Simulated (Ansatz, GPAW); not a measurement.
**Fe: 3 runs at one level of theory**

```xyz
1
Lattice="-1.4430 1.4430 1.4430 1.4430 -1.4430 1.4430 1.4430 1.4430 -1.4430" Properties=species:S:1:pos:R:3 pbc="T T T"
Fe    0.0000    0.0000    0.0000
```

Alike in all runs: task single point; functional PBE; k mesh 13 × 13 × 13; occupations gaussian, width 0.015 eV; collinear spin, ferromagnetic start; no spin-orbit coupling. Pressure is positive in compression and, in plane waves, holds the error of the finite cutoff, which Ansatz's Pulay term estimates and takes out.

```csv
program and potentials,plane-wave cutoff (eV),notes,pressure (GPa),net moment per atom (μB)
"Ansatz, Ansatz PAW",420,16 valence electrons an atom on average; Pulay term of +0.09 GPa included,-9.62,2.25
"Ansatz, all-electron LAPW, scalar-relativistic",-,-,-9.81,2.24
"GPAW, GPAW PAW data sets (gpaw-data 1.2.1)",600,8 valence electrons an atom on average,-7.99,2.25
```

The pressure spans -9.81 (Ansatz, all-electron LAPW, scalar-relativistic) to -7.99 GPa (GPAW, GPAW PAW data sets (gpaw-data 1.2.1)), with all-electron results at -9.81. The net moment per atom spans 2.24 (Ansatz, all-electron LAPW, scalar-relativistic) to 2.25 μB (GPAW, GPAW PAW data sets (gpaw-data 1.2.1)), with all-electron results at 2.24. The state is the one that the start led to, which needn't be the lowest.

Differences between rows come from potentials, basis sets and numerical settings, since the functional is the same but for its coding. Runs on potential files found faulty are left out.
